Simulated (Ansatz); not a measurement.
Start from RuO2 in the rutile structure (space group P4_2/mnm, No. 136; a = 4.5234 Å, c = 3.1190 Å). Axes: x, y, z lie along a, b, c of the conventional cell.

Level of theory: PBE (Ansatz, a program for electronic structure; PAW; 420 eV plane waves; no SOC).

Before the change:

```
Property                        Result
-----------------------------  -------
Shortest interatomic distance  1.955 Å
Pressure                       0.0 GPa
```

One thing is altered: the symmetric strain tensor [-0.0189 -0.0038 0.0104; -0.0038 0.0027 -0.0036; 0.0104 -0.0036 0.0074]; the atoms relax in the strained cell.

**Question.** Estimate the effect on the shortest interatomic distance, pressure and energy relative to the base.

**Answer.** The shortest interatomic distance falls by 0.016 Å (1.955 Å → 1.939 Å); the pressure (mean of the normal stresses, compression positive) goes from zero to 1.7 GPa; the energy goes up by 4.5 meV/atom.

Without a gap, meshes like the base's 10×10×15 leave anisotropic stresses uncertain by several tenths of a GPa, and small strain energies with them. Whether these cells are dynamically stable was not tested. No Hubbard U is applied, and correlation can decide whether such a compound is a metal. The final runs are not spin-polarised.
